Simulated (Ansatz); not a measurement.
# K: elastic constants, part 2 of 2

Aim: the elastic tensor from the stress of slightly strained cells, and the moduli that follow. Runs: cell and atoms relaxed (PAW); reference run (PAW); cell relaxed at 2 GPa (PAW); at 2 GPa (PAW).

Ansatz 0.2.0; DFT r²SCAN. The steps go on from the part before.

### 4 Cell relaxed at 2 GPa, PAW

The COD entry's cell or inner coordinates are ideal or old and differ from later refinements, so a difference from it is no clean test against experiment.

input.yaml

```yaml
crystal:
  lattice:
    - [-2.67095459288, 2.67095459288, 2.67095459288]
    - [2.67095459288, -2.67095459288, 2.67095459288]
    - [2.67095459288, 2.67095459288, -2.67095459288]
  atoms:
    - { symbol: K, position: [0.0, 0.0, 0.0] }
kpoints:
  mp_grid: { grid: [14, 14, 14] }
scf:
  occupations: { method: fermi_dirac, width: 0.1 }
hamiltonian:
  xc: r2scan
  pseudopotentials: { kind: paw }
relax:
  f_tol: 0.002
  max_steps: 80
  cell: { p_target: 2 }
output:
  forces: true
  stress: true
```

The run is started by

```
ansatz run input.yaml --threads 1 --pin off --max-ram 2560MiB --backend cpu --events-out ev --progress --plain --runs-dir out
```

The program printed:

```text
Engine: ansatz 0.2.0
Pseudopotentials: kind: paw
Pseudopotential: K, paw, valence charge 9, recommended cutoff 500 eV (meta_gga), K.paw.azcp
Functional definition: r2SCAN
  parameter k0 = 0.174
  parameter k1 = 0.065
  parameter a1 = 4.9479
  exchange = r2scan_x(k0 = k0, k1 = k1, a1 = a1)
  correlation = r2scan_c
Crystal: 1 atoms, lattice volume = 76.218 Å³
Basis set: ecut = 500 eV, 1961 PW (Γ), exchange–correlation on 144×144×144 points (64 copies of the dense FFT grid, shifted against one another)
Bands: 9, of which v1, the nominal top of the filled ones, is band 5 counted from 1 (4 counted from 0)
Symmetry: 48 space group operations
Space group: Im-3m (ITA 229), of the structure as read, at distance tolerance 4.2e-5 Å
k-points: 104 of 2744
Non-local potential: K, projectors of the file, l = 0: 3, l = 1: 2, l = 2: 2
PAW form: soft (Blöchl's): semilocal exchange-correlation on the pseudo side does not see the compensation charge
PAW frozen core: K, regenerated for the run's functional (the file was generated under x = pbe(κ = 0.804, μ = 0.2195149727645171), c = pbe(β = 0.06672455060314922))
PAW one-centre angular grid: K, 302 points (default); XC on 160 Gauss nodes
Initial density: superposition of atomic densities (neutral atoms: chi_scale 0, normalization atom), corrected by the library's trained network
Initial wavefunctions: pseudopotential atomic-orbital guess
Functional: x = r2scan, c = r2scan; τ floored in thin density (d = 2e-4 eV/Å³)
SCF iter   1: F=—  HF=-1542.490503 eV  |F-HF|=—  |Δ(HF+E_count)|=         —  Δρ=2.20e-3  dr2=1.44e-3  dr2_τ=1.33e-4  ethr=1.77e-3  ⟨swp⟩=5.2  Hψ=6982  notcnv=0
preconditioner: auto → Kerker (q_TF=auto, 1.911 Å⁻¹)  [metal: Δε(μ)=0.054 eV  Ē_g=4.407 eV  σ=0.100 eV  W_gap=0.13  n_scr=12 (ndim 8)  ℏωp=4.3 eV  f_vac=0.000  D(μ)=0.73/eV (n_scr^D=0)]
SCF iter   2: F=—  HF=-1542.490382 eV  |F-HF|=—  |Δ(HF+E_count)|=   1.21e-4  Δρ=1.12e-3  dr2=3.99e-4  dr2_τ=1.87e-5  ethr=1.60e-5  ⟨swp⟩=2.5  Hψ=2574  notcnv=0
SCF iter   3: F=—  HF=-1542.491007 eV  |F-HF|=—  |Δ(HF+E_count)|=   6.26e-4  Δρ=1.92e-4  dr2=4.93e-5  dr2_τ=3.95e-6  ethr=4.43e-6  ⟨swp⟩=2.4  Hψ=1418  notcnv=0
SCF iter   4: F=—  HF=-1542.491049 eV  |F-HF|=—  |Δ(HF+E_count)|=   4.16e-5  Δρ=6.79e-5  dr2=6.52e-6  dr2_τ=1.91e-7  ethr=5.47e-7  ⟨swp⟩=2.6  Hψ=1346  notcnv=0
SCF iter   5: F=—  HF=-1542.491051 eV  |F-HF|=—  |Δ(HF+E_count)|=   1.64e-6  Δρ=1.28e-5  dr2=1.15e-7  dr2_τ=1.21e-8  ethr=7.24e-8  ⟨swp⟩=2.5  Hψ=1413  notcnv=0
SCF iter   6: F=-1542.491051 eV  HF=-1542.491051 eV  |F-HF|=4.45e-9  |Δ(HF+E_count)|=   1.98e-7  Δρ=1.38e-6  dr2=1.39e-9  dr2_τ=9.34e-11  ethr=1.11e-9  ⟨swp⟩=4.0  Hψ=2731  notcnv=0
SCF 1 converged in 6 iterations: F = -1542.491051 eV  dr2 = 1.39e-9
relax step   1: F+E_penalty+E_count = -1542.49105090 eV  Δ(F+E_penalty+E_count) = +0.000e0 eV  max|allowed force component| = 0.000e0 eV/Å  Δτ_max = 0.0000 Å  P = +0.020 GPa  Ω = 76.218 Å³  (6 SCF iters, dr2 threshold 1.00e-7 eV, accepted)
Crystal: 1 atoms, lattice volume = 71.717 Å³
Basis set: ecut = 500 eV, 1865 PW (Γ), exchange–correlation on 144×144×144 points (64 copies of the dense FFT grid, shifted against one another)
Initial density: handed on by an earlier stage of this run
Initial wavefunctions: those handed on with the density
iter 1 solved again at ethr=3.24e-6 eV; its pass at ethr=3.10e-3 eV (dr2=2.91e-4 eV) is discarded
SCF iter   1: F=—  HF=-1542.470289 eV  |F-HF|=—  |Δ(HF+E_count)|=         —  Δρ=4.36e-4  dr2=2.08e-4  dr2_τ=1.70e-2  ethr=3.24e-6  ⟨swp⟩=2.2  Hψ=8440  notcnv=0
preconditioner: auto → Kerker (q_TF=auto, 1.930 Å⁻¹)  [metal: Δε(μ)=0.053 eV  Ē_g=4.479 eV  σ=0.100 eV  W_gap=0.13  n_scr=12 (ndim 8)  ℏωp=4.4 eV  f_vac=0.000  D(μ)=0.71/eV (n_scr^D=0)]
SCF iter   2: F=—  HF=-1542.487307 eV  |F-HF|=—  |Δ(HF+E_count)|=   1.70e-2  Δρ=1.33e-4  dr2=1.63e-5  dr2_τ=8.22e-6  ethr=2.31e-6  ⟨swp⟩=2.5  Hψ=1927  notcnv=0
SCF iter   3: F=—  HF=-1542.487399 eV  |F-HF|=—  |Δ(HF+E_count)|=   9.20e-5  Δρ=7.80e-5  dr2=5.76e-6  dr2_τ=3.28e-7  ethr=1.81e-7  ⟨swp⟩=2.0  Hψ=1446  notcnv=0
SCF iter   4: F=—  HF=-1542.487405 eV  |F-HF|=—  |Δ(HF+E_count)|=   5.51e-6  Δρ=2.67e-5  dr2=8.63e-7  dr2_τ=7.81e-8  ethr=6.40e-8  ⟨swp⟩=2.5  Hψ=1306  notcnv=0
SCF iter   5: F=—  HF=-1542.487404 eV  |F-HF|=—  |Δ(HF+E_count)|=   9.22e-7  Δρ=1.24e-5  dr2=1.03e-7  dr2_τ=1.65e-8  ethr=9.59e-9  ⟨swp⟩=2.0  Hψ=1330  notcnv=0
SCF iter   6: F=-1542.487404 eV  HF=-1542.487404 eV  |F-HF|=2.33e-8  |Δ(HF+E_count)|=   6.02e-8  Δρ=3.34e-6  dr2=5.65e-9  dr2_τ=1.00e-9  ethr=1.11e-9  ⟨swp⟩=4.0  Hψ=2605  notcnv=0
SCF 2 converged in 6 iterations: F = -1542.487404 eV  dr2 = 5.65e-9
relax step   2: F+E_penalty+E_count = -1542.48740400 eV  Δ(F+E_penalty+E_count) = +3.647e-3 eV  max|allowed force component| = 0.000e0 eV/Å  Δτ_max = 0.0000 Å  P = +0.258 GPa  Ω = 71.717 Å³  energy of the carried Pulay correction = +1.010e-4 eV  (6 SCF iters, dr2 threshold 1.00e-7 eV, accepted)
Crystal: 1 atoms, lattice volume = 61.493 Å³
Basis set: ecut = 500 eV, 1553 PW (Γ), exchange–correlation on 144×144×144 points (64 copies of the dense FFT grid, shifted against one another)
iter 1 solved again at ethr=8.28e-6 eV; its pass at ethr=3.10e-3 eV (dr2=7.46e-4 eV) is discarded
SCF iter   1: F=—  HF=-1542.683210 eV  |F-HF|=—  |Δ(HF+E_count)|=         —  Δρ=1.08e-3  dr2=7.64e-4  dr2_τ=1.04e-1  ethr=8.28e-6  ⟨swp⟩=2.1  Hψ=8714  notcnv=0
preconditioner: auto → Kerker (q_TF=auto, 1.981 Å⁻¹)  [metal: Δε(μ)=0.046 eV  Ē_g=4.698 eV  σ=0.100 eV  W_gap=0.11  n_scr=12 (ndim 8)  ℏωp=4.7 eV  f_vac=0.000  D(μ)=0.67/eV (n_scr^D=0)]
SCF iter   2: F=—  HF=-1542.446054 eV  |F-HF|=—  |Δ(HF+E_count)|=   2.37e-1  Δρ=4.54e-4  dr2=2.61e-4  dr2_τ=1.12e-4  ethr=8.28e-6  ⟨swp⟩=3.5  Hψ=2389  notcnv=0
SCF iter   3: F=—  HF=-1542.446467 eV  |F-HF|=—  |Δ(HF+E_count)|=   4.12e-4  Δρ=3.17e-4  dr2=1.35e-4  dr2_τ=2.97e-6  ethr=2.90e-6  ⟨swp⟩=2.7  Hψ=1458  notcnv=0
SCF iter   4: F=—  HF=-1542.446515 eV  |F-HF|=—  |Δ(HF+E_count)|=   4.81e-5  Δρ=9.37e-5  dr2=9.69e-6  dr2_τ=3.32e-7  ethr=1.50e-6  ⟨swp⟩=2.6  Hψ=1429  notcnv=0
SCF iter   5: F=—  HF=-1542.446512 eV  |F-HF|=—  |Δ(HF+E_count)|=   3.10e-6  Δρ=2.22e-5  dr2=2.32e-7  dr2_τ=3.82e-8  ethr=1.08e-7  ⟨swp⟩=2.0  Hψ=1310  notcnv=0
SCF iter   6: F=-1542.446513 eV  HF=-1542.446513 eV  |F-HF|=3.71e-8  |Δ(HF+E_count)|=   1.11e-6  Δρ=1.22e-5  dr2=8.25e-8  dr2_τ=1.01e-8  ethr=1.11e-9  ⟨swp⟩=4.3  Hψ=2742  notcnv=0
SCF 3 converged in 6 iterations: F = -1542.446513 eV  dr2 = 8.25e-8
relax step   3: F+E_penalty+E_count = -1542.44651271 eV  Δ(F+E_penalty+E_count) = +4.089e-2 eV  max|allowed force component| = 0.000e0 eV/Å  Δτ_max = 0.0000 Å  P = +1.127 GPa  Ω = 61.493 Å³  energy of the carried Pulay correction = +3.551e-4 eV  (6 SCF iters, dr2 threshold 1.00e-7 eV, accepted)
Crystal: 1 atoms, lattice volume = 53.824 Å³
Basis set: ecut = 500 eV, 1409 PW (Γ), exchange–correlation on 144×144×144 points (64 copies of the dense FFT grid, shifted against one another)
iter 1 solved again at ethr=9.15e-6 eV; its pass at ethr=3.10e-3 eV (dr2=8.23e-4 eV) is discarded
SCF iter   1: F=—  HF=-1542.479155 eV  |F-HF|=—  |Δ(HF+E_count)|=         —  Δρ=1.06e-3  dr2=8.25e-4  dr2_τ=7.92e-2  ethr=9.15e-6  ⟨swp⟩=1.6  Hψ=8645  notcnv=0
preconditioner: auto → Kerker (q_TF=auto, 2.025 Å⁻¹)  [metal: Δε(μ)=0.038 eV  Ē_g=4.914 eV  σ=0.100 eV  W_gap=0.10  n_scr=12 (ndim 8)  ℏωp=5.1 eV  f_vac=0.000  D(μ)=0.65/eV (n_scr^D=0)]
SCF iter   2: F=—  HF=-1542.366718 eV  |F-HF|=—  |Δ(HF+E_count)|=   1.12e-1  Δρ=5.16e-4  dr2=3.01e-4  dr2_τ=7.18e-5  ethr=9.15e-6  ⟨swp⟩=3.4  Hψ=2063  notcnv=0
SCF iter   3: F=—  HF=-1542.367015 eV  |F-HF|=—  |Δ(HF+E_count)|=   2.97e-4  Δρ=3.10e-4  dr2=1.06e-4  dr2_τ=2.97e-6  ethr=3.34e-6  ⟨swp⟩=2.4  Hψ=1405  notcnv=0
SCF iter   4: F=—  HF=-1542.367060 eV  |F-HF|=—  |Δ(HF+E_count)|=   4.54e-5  Δρ=9.84e-5  dr2=8.95e-6  dr2_τ=1.04e-7  ethr=1.18e-6  ⟨swp⟩=2.1  Hψ=1395  notcnv=0
SCF iter   5: F=—  HF=-1542.367061 eV  |F-HF|=—  |Δ(HF+E_count)|=   3.59e-7  Δρ=3.31e-5  dr2=4.28e-7  dr2_τ=4.01e-8  ethr=9.94e-8  ⟨swp⟩=2.0  Hψ=1309  notcnv=0
SCF iter   6: F=-1542.367062 eV  HF=-1542.367062 eV  |F-HF|=2.09e-7  |Δ(HF+E_count)|=   9.19e-7  Δρ=1.52e-5  dr2=8.61e-8  dr2_τ=1.32e-8  ethr=1.11e-9  ⟨swp⟩=4.3  Hψ=2821  notcnv=0
SCF 4 converged in 6 iterations: F = -1542.367062 eV  dr2 = 8.61e-8
relax step   4: F+E_penalty+E_count = -1542.36706195 eV  Δ(F+E_penalty+E_count) = +7.945e-2 eV  max|allowed force component| = 0.000e0 eV/Å  Δτ_max = 0.0000 Å  P = +2.309 GPa  Ω = 53.824 Å³  energy of the carried Pulay correction = +5.720e-4 eV  (6 SCF iters, dr2 threshold 1.00e-7 eV, accepted)
Crystal: 1 atoms, lattice volume = 55.638 Å³
Basis set: ecut = 500 eV, 1433 PW (Γ), exchange–correlation on 144×144×144 points (64 copies of the dense FFT grid, shifted against one another)
iter 1 solved again at ethr=2.59e-6 eV; its pass at ethr=3.10e-3 eV (dr2=2.33e-4 eV) is discarded
SCF iter   1: F=—  HF=-1542.375426 eV  |F-HF|=—  |Δ(HF+E_count)|=         —  Δρ=5.45e-4  dr2=2.40e-4  dr2_τ=5.01e-3  ethr=2.59e-6  ⟨swp⟩=2.0  Hψ=7969  notcnv=0
preconditioner: auto → Kerker (q_TF=auto, 2.014 Å⁻¹)  [metal: Δε(μ)=0.049 eV  Ē_g=4.852 eV  σ=0.100 eV  W_gap=0.12  n_scr=12 (ndim 8)  ℏωp=5.0 eV  f_vac=0.000  D(μ)=0.67/eV (n_scr^D=0)]
SCF iter   2: F=—  HF=-1542.391147 eV  |F-HF|=—  |Δ(HF+E_count)|=   1.57e-2  Δρ=1.90e-4  dr2=1.70e-5  dr2_τ=1.26e-5  ethr=2.59e-6  ⟨swp⟩=2.0  Hψ=1872  notcnv=0
SCF iter   3: F=—  HF=-1542.391163 eV  |F-HF|=—  |Δ(HF+E_count)|=   1.56e-5  Δρ=1.21e-4  dr2=7.96e-6  dr2_τ=6.57e-7  ethr=1.89e-7  ⟨swp⟩=2.5  Hψ=1442  notcnv=0
SCF iter   4: F=—  HF=-1542.391165 eV  |F-HF|=—  |Δ(HF+E_count)|=   1.97e-6  Δρ=2.98e-5  dr2=6.40e-7  dr2_τ=3.65e-8  ethr=8.84e-8  ⟨swp⟩=2.5  Hψ=1422  notcnv=0
SCF iter   5: F=—  HF=-1542.391165 eV  |F-HF|=—  |Δ(HF+E_count)|=   5.98e-7  Δρ=1.49e-5  dr2=1.05e-7  dr2_τ=2.47e-8  ethr=1.11e-9  ⟨swp⟩=4.0  Hψ=2694  notcnv=0
SCF iter   6: F=-1542.391165 eV  HF=-1542.391165 eV  |F-HF|=7.89e-10  |Δ(HF+E_count)|=   6.85e-8  Δρ=6.83e-6  dr2=2.72e-8  dr2_τ=2.90e-9  ethr=1.11e-9  ⟨swp⟩=3.4  Hψ=2352  notcnv=0
SCF 5 converged in 6 iterations: F = -1542.391165 eV  dr2 = 2.72e-8
relax step   5: F+E_penalty+E_count = -1542.39116514 eV  Δ(F+E_penalty+E_count) = -2.410e-2 eV  max|allowed force component| = 0.000e0 eV/Å  Δτ_max = 0.0000 Å  P = +1.968 GPa  Ω = 55.638 Å³  energy of the carried Pulay correction = +5.185e-4 eV  (6 SCF iters, dr2 threshold 1.00e-7 eV, accepted)
Basis set: ecut = 500 eV, 1433 PW (Γ), exchange–correlation on 128×128×128 points (64 copies of the dense FFT grid, shifted against one another)
Initial wavefunctions: pseudopotential atomic-orbital guess (no wavefunctions were taken with the density)
iter 1 solved again at ethr=1.79e-7 eV; its pass at ethr=3.10e-3 eV (dr2=1.61e-5 eV) is discarded
SCF iter   1: F=—  HF=-1542.390754 eV  |F-HF|=—  |Δ(HF+E_count)|=         —  Δρ=1.79e-4  dr2=1.49e-6  dr2_τ=9.15e-6  ethr=1.79e-7  ⟨swp⟩=3.6  Hψ=10013  notcnv=0
preconditioner: auto → Kerker (q_TF=auto, 2.014 Å⁻¹)  [metal: Δε(μ)=0.049 eV  Ē_g=4.863 eV  σ=0.100 eV  W_gap=0.12  n_scr=12 (ndim 8)  ℏωp=5.0 eV  f_vac=0.000  D(μ)=0.66/eV (n_scr^D=0)]
SCF iter   2: F=—  HF=-1542.390757 eV  |F-HF|=—  |Δ(HF+E_count)|=   2.87e-6  Δρ=9.36e-5  dr2=4.01e-7  dr2_τ=4.22e-7  ethr=1.66e-8  ⟨swp⟩=2.5  Hψ=1431  notcnv=0
SCF iter   3: F=—  HF=-1542.390758 eV  |F-HF|=—  |Δ(HF+E_count)|=   8.35e-7  Δρ=2.33e-6  dr2=9.11e-10  dr2_τ=7.73e-10  ethr=4.45e-9  ⟨swp⟩=2.2  Hψ=1406  notcnv=0
SCF iter   4: F=—  HF=-1542.390758 eV  |F-HF|=—  |Δ(HF+E_count)|=   4.32e-9  Δρ=4.35e-7  dr2=1.72e-10  dr2_τ=5.70e-12  ethr=1.01e-11  ⟨swp⟩=2.0  Hψ=1442  notcnv=0
SCF iter   5: F=-1542.390758 eV  HF=-1542.390758 eV  |F-HF|=1.98e-11  |Δ(HF+E_count)|=  8.46e-11  Δρ=1.09e-7  dr2=9.93e-12  dr2_τ=1.90e-12  ethr=1.00e-12  ⟨swp⟩=3.6  Hψ=3705  notcnv=0
SCF 6 converged in 5 iterations: F = -1542.390758 eV  dr2 = 9.93e-12
relax step   6: F+E_penalty+E_count = -1542.39075778 eV  Δ(F+E_penalty+E_count) = +4.074e-4 eV  max|allowed force component| = 0.000e0 eV/Å  Δτ_max = 0.0000 Å  P = +1.968 GPa  Ω = 55.638 Å³  stress off target by 3.22e-2 GPa  SCF on the basis re-selected at this cell (its energy is not comparable with the rows above)  (5 SCF iters)
basis re-selected at this cell: Δ(F+E_penalty+E_count) = +4.074e-4 eV, ΔP = -0.001 GPa vs the last step (what re-selecting the basis moved, of the pressure what is left beyond the Pulay correction that the steps carried, after the strain that the cell walked since its last selection, with what the two solves' SCF thresholds leave and, on support functions, any second-order correction that the steps lacked; it is no measure of the basis error at this ecutwfc). The dense FFT grid was sized anew with the basis: this SCF ran on 32×32×32 points, the steps before it on 36×36×36, so part of this shift can come from that change (see relax.cell in the input reference). This SCF's stress stands 3.22e-2 GPa from its target on what of the cell is left free (relax.cell.stress_tol is 5.00e-2 GPa) and its largest allowed force component is 0.00e0 eV/Å (relax.f_tol is 2.00e-3 eV/Å): within both
SCF converged after 5 iterations
Free energy (F): -1542.390758 eV
Harris-Foulkes:  -1542.390758 eV  (|F-HF|=1.98e-11)
Internal energy: -1542.368923 eV  (E = F + TS)
E sigma→0 (E₀):  -1542.379840 eV
Entropy (-TS):   -0.021835 eV (-21.835 meV/atom)
Fermi energy:    3.157467 eV
--- Per-component energies (eV) ---
  E_band       = -136.680389
  E_kinetic    = 253.065720
  E_local      = -688.661162  (includes V_loc(G=0)·N_el)
  E_nonlocal   = 13.012036
  E_hartree    = 242.336682
  E_xc         = -132.680397
  E_vxc        = -184.519669  (∫ρ·V_xc dr)
  E_paw        = -787.996185  (= ΣΔE_a)
  E_vpaw       = -25.308572  (= ΣTr[D̂ρ^β])
  E_aug_tail   = -0.000002  (compensation charges beyond the density's cutoff)
  E_vtau       = 11.057931  (kinetic-family band-sum trace: ∫τ·v_τ [+ j·A + Jᵃ·Aᵃ] dr)
  E_ewald      = -441.249430
  E_core_change = -0.196185  (= ΣΔE_core)
  E_smearing   = -0.021835  (= −TS)
  E_closure    = 0.000000  (closes the sum)
  Σ components = -1542.390758   (vs F -1542.390758, Δ=0.00e0)
--- Forces (eV/Å), atoms counted from 1 ---
  atom   1  K     -0.00000000     0.00000000     0.00000000
  max |Σ_I F_I| component: 1.89e-31 eV/Å
--- Stress (GPa, compression-positive) ---
        1.967826       0.000000       0.000000
        0.000000       1.967826       0.000000
        0.000000      -0.000000       1.967826
  P = ⅓ Tr σ = 1.9678 GPa (19.678 kbar)
--- Relaxed structure (5 steps of the walk, 5 accepted, 1 SCFs on fresh bases) ---
  F+E_penalty+E_count = -1542.39075778 eV   max|allowed force component| = 0.000e0 eV/Å   (the final SCF, on the basis selected at the relaxed cell)
  cell:  # Å, volume = 55.6375 Å³
    - [-2.4049308045436355, 2.4049308045436355, 2.4049308045436355]
    - [2.4049308045436355, -2.4049308045436355, 2.4049308045436355]
    - [2.4049308045436355, 2.4049308045436355, -2.4049308045436355]
  atoms:
    - { symbol: K, position: [0.0, 0.0, 0.0] }
```

It took 52 s on 1 thread of Arm Neoverse V1, shared host; peak memory 0.59 GiB.

Step by step:

| step | energy from step 1 (eV/cell) | largest force component (eV/Å) | pressure (GPa) | volume (Å³) |
| --- | --- | --- | --- | --- |
| 1 | 0.0000 | 0.0000 | 0.02 | 76.22 |
| 2 | 0.0036 | 0.0000 | 0.26 | 71.72 |
| 3 | 0.0445 | 0.0000 | 1.13 | 61.49 |
| 4 | 0.1240 | 0.0000 | 2.31 | 53.82 |
| 5 | 0.0999 | 0.0000 | 1.97 | 55.64 |
| 6 | 0.1003 | 0.0000 | 1.97 | 55.64 |

Step 1 is the start. Step 6 repeats the geometry before on a plane-wave basis chosen anew for that cell, so the energy can jump there without any move; the table keeps such jumps.

| input's cell | before | after | change |
| --- | --- | --- | --- |
| a (Å) | 4.626 | 4.165 | -10.0 % |
| b (Å) | 4.626 | 4.165 | -10.0 % |
| c (Å) | 4.626 | 4.165 | -10.0 % |
| volume (Å³/atom) | 76.22 | 55.64 | -27.0 % |

### 5 At 2 GPa, PAW

input.yaml

```yaml
crystal:
  lattice:
    - [-2.40493080454, 2.40493080454, 2.40493080454]
    - [2.40493080454, -2.40493080454, 2.40493080454]
    - [2.40493080454, 2.40493080454, -2.40493080454]
  atoms:
    - { symbol: K, position: [0.0, 0.0, 0.0] }
kpoints:
  mp_grid: { grid: [14, 14, 14] }
scf:
  occupations: { method: fermi_dirac, width: 0.1 }
hamiltonian:
  xc: r2scan
  pseudopotentials: { kind: paw }
elastic:
  mode: relaxed_ion
  stencil: two_point
  amplitude: 0.003
```

The run is started by

```
ansatz run input.yaml --threads 1 --pin off --max-ram 2560MiB --backend cpu --events-out ev --progress --plain --runs-dir out
```

The program printed (excerpt; [...] marks lines left out):

```text
[...]
[... 3 set-up lines as earlier in the session ...]
[...]
Crystal: 1 atoms, lattice volume = 55.638 Å³
Basis set: ecut = 500 eV, 1433 PW (Γ), exchange–correlation on 128×128×128 points (64 copies of the dense FFT grid, shifted against one another)
Bands: 9, of which v1, the nominal top of the filled ones, is band 5 counted from 1 (4 counted from 0)
[... 1 set-up line as earlier in the session ...]
Space group: Im-3m (ITA 229), of the structure as read, at distance tolerance 3.8e-5 Å
k-points: 104 of 2744
[...]
SCF iter   1: F=—  HF=-1542.388006 eV  |F-HF|=—  |Δ(HF+E_count)|=         —  Δρ=2.51e-3  dr2=1.27e-3  dr2_τ=2.01e-4  ethr=1.77e-3  ⟨swp⟩=5.3  Hψ=6992  notcnv=0
[...]
  moduli (Voigt/Reuss/Hill, GPa): K = 9.77/9.77/9.77   G = 2.47/1.66/2.07   E = 5.79   ν = 0.401
  mechanically stable: yes (min eigenvalue of sym C = 1.86 GPa)
  strain η (Voigt 11):  stress-route row diagonal C_11 = 11.01 GPa, energy-path curvature d²(F+E_count+ΔE)/dδ²/Ω₀ = 11.01 GPa
         δ    σ_11 (GPa)             F (eV)   n_scf  n_hpsi   n_pw
    -3.000e-3      -2.0011       -1542.3886904       9   52573   1441   relax 0 steps, max|allowed force component| 0.00e0 eV/Å
     3.000e-3      -1.9351       -1542.3927908       6   42984   1443   relax 0 steps, max|allowed force component| 0.00e0 eV/Å
  strain η (Voigt 23):  stress-route row diagonal C_44 = 3.50 GPa, energy-path curvature d²(F+E_count+ΔE)/dδ²/Ω₀ = 4.49 GPa
         δ    σ_23 (GPa)             F (eV)   n_scf  n_hpsi   n_pw
    -3.000e-3      -0.0105       -1542.3907508       8   87921   1441   relax 0 steps, max|allowed force component| 0.00e0 eV/Å
     3.000e-3       0.0105       -1542.3907508       5   69393   1441   relax 0 steps, max|allowed force component| 0.00e0 eV/Å
```

Run time: 1.8 min. Hardware: 1 thread of Arm Neoverse V1, shared host; peak memory 0.69 GiB.

C in GPa (Voigt order xx, yy, zz, yz, xz, xy):

```
11.0  9.2  9.2  0.0  0.0  0.0
 9.2 11.0  9.2  0.0  0.0  0.0
 9.2  9.2 11.0  0.0  0.0  0.0
 0.0  0.0  0.0  3.5  0.0  0.0
 0.0  0.0  0.0  0.0  3.5  0.0
 0.0  0.0  0.0  0.0  0.0  3.5
```

### 6 All runs together

| run | C11 | C12 | C44 | K | G | E | Poisson ratio |
| --- | --- | --- | --- | --- | --- | --- | --- |
| ions relaxed, PAW | 4.0 | 3.2 | 2.6 | 3.5 | 1.3 | 3.5 | 0.334 |
| at 2 GPa, PAW | 11.0 | 9.2 | 3.5 | 9.8 | 2.1 | 5.8 | 0.401 |

Constants and moduli in GPa; K, G and E are Hill averages.

### 7 Outcome

What follows sums up all 2 parts.

```
                           quantity        value
                          C11 (PAW)        4 GPa
                          C12 (PAW)        3 GPa
                          C44 (PAW)        3 GPa
    bulk, shear and Young's modulus  3, 1, 3 GPa
Debye temperature from sound speeds         92 K
         universal anisotropy index         5.18
```

All eigenvalues are positive, so the crystal is mechanically stable; by PAW K = 3 and G = 1 GPa, K/G = 2.68, on the ductile side of Pugh's rough line at 1.75, which was drawn for metals. Young's modulus runs from 1 to 6 GPa with direction. At 2 GPa K rises to 10 GPa. Cautions: frozen-core PAW files fitted under PBE, their cores solved anew for the functional of the run; responses of metals move with mesh and smearing.
